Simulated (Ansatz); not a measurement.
TaN, DFT, LDA, all-electron PAW with datasets made for the crystal, scalar-relativistic (Ansatz 0.2.0), run on 1 thread of Arm Neoverse V2 on a shared host.

The cell comes from COD entry 9008876, which wasn't checked; take it as a given geometry. The listed cell was then made from it by scaling, straining or moving an atom.

Command: `ansatz run input.yaml --threads 1 --pin off --max-ram 4096MiB --backend cpu --events-out ev --progress --plain --runs-dir out`

```yaml
crystal:
  lattice:
    - [3.0500010905, 0.0, 0.0]
    - [-1.5250005453, 2.641378426, 0.0]
    - [0.0, 0.0, 4.8906]
  atoms:
    - { symbol: Ta, position: [0.3333333333, 0.6666666667, 0.0] }
    - { symbol: Ta, position: [0.6666666667, 0.3333333333, 0.5] }
    - { symbol: "N", position: [0.3333333333, 0.6666666667, 0.385] }
    - { symbol: "N", position: [0.6666666667, 0.3333333333, 0.885] }
kpoints:
  mp_grid: { grid: [9, 9, 5] }
scf:
  occupations: { method: fermi_dirac, width: 0.03 }
hamiltonian:
  xc: lda
  pseudopotentials: { kind: all_electron, datasets: crystal }
output:
  forces: true
  stress: true
  eigenvalues: true
  efg: { contact_densities: true }
```

**Question.** How large is the problem that the program sets up?

**Answer.** 36 irreducible k-points, 1165 plane waves at Γ, 43 bands.

**Question.** About how long does it take, and how much memory does it use?

**Answer.** 44 s of wall time for 10 SCF iterations, with a peak of 0.86 GiB. Times on shared machines scatter by tens of per cent.

**Question.** And the same cell and mesh by PAW (frozen-core files), asked for forces, stress, eigenvalues, efg, on the same hardware?

**Answer.** 4.1 s, peak memory 0.36 GiB.
